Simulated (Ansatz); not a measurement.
Ni in Ansatz: the effect of functional

The system is Ni.

```
Ni
1.0
    -1.35547    1.35547    1.35547
     1.35547   -1.35547    1.35547
     1.35547    1.35547   -1.35547
Ni
1
Cartesian
  0.0000 0.0000 0.0000
```

This isn't the form of Ni at room conditions, which is fcc.

The cell isn't the ideal one: volume scaled by 0.94.

Alike in all runs:

```yaml
Program: Ansatz 0.2.0
Task: single point
Potentials_or_basis: Ansatz PAW
k_mesh: 13 × 13 × 13
Occupations: fermi-dirac, width 0.05 eV
Spin: collinear spin, ferromagnetic start
Starting_moments: "[1.0] μB"
```

```tsv
functional	cutoff	pressure (GPa)	moment (μB)
LDA	420 eV (not typed: the program's choice for these potentials)	2.3	0.21
PBEsol	420 eV (not typed: the program's choice for these potentials)	?	?
r2SCAN	500 eV (not typed: the program's choice for these potentials)	15.2	0.64
```

What does the run with functional PBEsol give?

Pressure 12.4 GPa; moment 0.52 μB.

Caveats: the PAW data sets come from PBE, with cores solved anew for the run's functional, which leaves a small shift of forces and pressure; the magnetic or orbital state may not be the lowest (some runs).
